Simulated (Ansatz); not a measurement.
Debugging a projected density of states of GaSb, space group I-4m2 (Ansatz 0.2.0, Python API).

The script, `gasb.py`:
```python
"""Which atoms and shells make the states of GaSb."""

import warnings

import ansatz as az
import matplotlib.pyplot as plt
import numpy as np
from pymatgen.core import Lattice, Structure
from pymatgen.io.ase import AseAtomsAdaptor

FUNCTIONAL = "PBEsol"
KGRID = (8, 8, 8)
EXTRA_BANDS = 10

warnings.simplefilter("ignore", az.DeckWarning)

pmg_structure = Structure(
    Lattice([(-2.753434, 2.753434, 1.590707), (2.753434, -2.753434, 1.590707), (2.753434, 2.753434, -1.590707)]),
    ["Ga", "Sb"],
    [
        (0.25, 0.75, 0.5),
        (0.0, 0.0, 0.0),
    ],
)
structure = az.Crystal.from_ase(AseAtomsAdaptor.get_atoms(pmg_structure))

calc = (
    structure.calculation()
    .basis(34 * az.Ry)
    .occupations(az.OccupationsMethod.FIXED)
    .functional(FUNCTIONAL)
    .kpoints(*KGRID)
    .scf(extra_bands=EXTRA_BANDS)
    .density_of_states(projected=True, method="smearing", broadening_width=0.15, energy_step=0.1)
)
done = calc.run(threads=1)
data = done.report

dos = done.density_of_states()
energy = np.asarray(dos.energies_ev) - dos.fermi_ev
curves = {}
for site in done.projected_density_of_states().sites:
    for shell in site.shells:
        weight = sum(np.sum(curve.g_bin_mean_per_ev, axis=0) for curve in shell.curves)
        name = f"{site.species} {shell.label}"
        curves[name] = curves.get(name, 0) + weight

window = (energy > -10) & (energy < 4)
fig, ax = plt.subplots(figsize=(5.5, 3.5))
for name, g in curves.items():
    if g[window].max() > 0.05:
        ax.plot(energy[window], g[window], label=name, lw=1)
        print(f"{name:8s} peak {g[window].max():7.3f} states/eV at {energy[window][g[window].argmax()]:6.2f} eV")
ax.set(xlabel="E - E_F (eV)", ylabel="states/eV")
ax.legend(fontsize=7)
fig.tight_layout()
fig.savefig("pdos.png", dpi=100)
```

```console
$ python gasb.py
RunWarning: iter 1: σ=0 fill of 14 bands saw a band overlap (occupied 11.5931 eV > unoccupied 7.7655 eV) — on an unconverged iterate often a transient of an unconverged empty band; one that stands at the close is told there (band_overlap_at_count); if the run fails to converge, the spectrum is likely genuinely metallic at σ=0 — use a smearing of finite width or the tetrahedron method (which not every kind of run takes: see the entry of scf.occupations.method in the input reference), with at [...]
RunWarning: a fill by count may have filled part of one level: at k-index 45 the highest filled band, 8.118269 eV, and the lowest empty band, 8.118269 eV, stand 1.361e-12 eV apart, within the solve's uncertainty, 3.162e-4 eV. If they are one level, whatever splits it, however little, can move the result. A smearing (`scf.occupations.method` with a `width`) well over the split that the run's distortions make, where the deck can take one, can fill the level evenly. On an open shell (a free atom, [...]
RunWarning: the bands overlap at the fill by count (14 filled at each k-point of a channel): the highest filled level, 11.596011 eV at k-index 4, stands 3.8308 eV over the lowest empty one, 7.765223 eV at k-index 46, so that a fill of the lowest levels lies lower and no gap is reported. A metal, or a carrier in a host's bands, wants a smearing of finite width or the tetrahedron method (`scf.occupations.method`). A defect's level that its images broaden is meant whole, and this fill is then the [...]
Ga 4S    peak   0.540 states/eV at  -6.99 eV
Ga 4P    peak   0.985 states/eV at   3.31 eV
Sb 5S    peak   0.506 states/eV at  -9.99 eV
Sb 5P    peak   1.080 states/eV at  -3.49 eV
```
(Warnings from the package without file and line, shortened.)

No error stopped it. What is wrong with the input all the same?

The fault: fixed occupations, though the bands overlap at this level of theory. The correction:

```diff
--- before
+++ after
@@ -10,2 +10,4 @@
 
+FILLING = "fermi_dirac"
+SIGMA = 0.1
 FUNCTIONAL = "PBEsol"
@@ -29,3 +31,3 @@
     .basis(34 * az.Ry)
-    .occupations(az.OccupationsMethod.FIXED)
+    .occupations(FILLING, width=SIGMA)
     .functional(FUNCTIONAL)
```

The mended script runs so:

Output of `python gasb.py`:
```text
Ga 4S    peak   0.541 states/eV at  -5.15 eV
Ga 4P    peak   0.856 states/eV at   3.15 eV
Sb 5S    peak   0.556 states/eV at  -8.35 eV
Sb 5P    peak   1.074 states/eV at  -1.65 eV
```

Notes:
- For a metal this k-point mesh is coarse: on a finer one energies can move by several to tens of meV an atom and pressures by half a GPa or more, differences at one mesh by less.
- Peaks are the largest values inside the energy window taken; deeper bands lie outside it.
- The structure comes from a database of computed cells and needn't be a stable or known phase.
- Curves are summed over the cell's atoms. Only shells that the potentials hold have channels, so projections don't add up to the total, least of all where a shell is missing (p of most metals); heights and places of peaks move with the mesh.
- The density of states is complete only as far up as bands were computed.
- Hardware and time: 13 s on 1 thread of Arm Neoverse V1, with other jobs on the host, peak memory 0.52 GiB.
